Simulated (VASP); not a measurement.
**InSb in VASP: one cell, several levels of theory**

The task here is to estimate one member of a computed series from the others.

Program: VASP 6.6.1. PAW datasets, plane waves. Spin-unpolarised throughout. Whether this structure exists isn't addressed.

### Starting point

The cell comes from an earlier relaxation with r2SCAN in another program.

The symmetry is Fm-3m (No. 225, cubic); a = 6.084 Å in the conventional setting, 28.16 Å³ an atom. In has 6 Sb at 3.04 Å; Sb has 6 In at 3.04 Å.

Coordinates:

```xyz
2
Lattice="0.0000 3.0422 3.0422 3.0422 0.0000 3.0422 3.0422 3.0422 0.0000" Properties=species:S:1:pos:R:3 pbc="T T T"
In    0.0000    0.0000    0.0000
Sb    3.0422    3.0422    3.0422
```

The first run:

Input file INCAR:

```
ENCUT = 520.000000
SIGMA = 0.020000
EDIFF = 1.00e-07
GGA = PE
PREC = Accurate
IBRION = -1
ISIF = 2
ISMEAR = -1
NBANDS = 16
NELM = 120
NSW = 0
LASPH = .TRUE.
LCHARG = .FALSE.
LWAVE = .FALSE.
LREAL = .FALSE.
```

Input file KPOINTS:

```
KPOINTS created by Atomic Simulation Environment
0
Gamma
8 8 8
0 0 0
```

Input file KPOINTS_OPT:

```
special points
7
Reciprocal
0.0000000000 0.0000000000 0.0000000000 1
0.5000000000 0.0000000000 0.5000000000 1
0.5000000000 0.2500000000 0.7500000000 1
0.3750000000 0.3750000000 0.7500000000 1
0.5000000000 0.5000000000 0.5000000000 1
0.6250000000 0.2500000000 0.6250000000 1
0.1875000000 0.1875000000 0.3750000000 1
```

Input file POSCAR:

```
In Sb
 1.0000000000000000
    -0.0000000000000000    3.0422106455851798    3.0422106455851798
     3.0422106455851798    0.0000000000000000    3.0422106455851798
     3.0422106455851798    3.0422106455851798    0.0000000000000000
 In  Sb
   1   1
Cartesian
 -0.0000000000000000 -0.0000000000000000  0.0000000000000000
  3.0422106455851798  3.0422106455851798  3.0422106455851798
```

Potentials: the recommended PBE PAW datasets, 18 valence electrons in the neutral cell.

Steps of the session up to this table: PBE at this geometry; r2SCAN at this geometry; Single point with LDA; PBEsol at this geometry; PBE+SOC.

One table of the session follows, with a row left open; its other results are not shown here.

| level | gap (eV) |
| --- | --- |
| PBE | -2.77 |
| r2SCAN | -2.89 |
| LDA | -2.77 |
| PBEsol | ? |
| PBE+SOC | -2.57 |

Estimate the missing values for PBEsol.

**Answer.** gap (eV): -2.78. In the column «gap (eV)» it lies between r2SCAN (-2.89) and PBE (-2.77).

A negative gap is an overlap of bands.

What this shows: No gap over 0.02 eV opens at any of these levels. The PBE bands overlap with and without spin-orbit coupling. Leaving spin-orbit runs aside: The pressure is highest with PBE (1.7 GPa) and lowest with LDA (-2.6 GPa), which orders the cells that they would relax to.
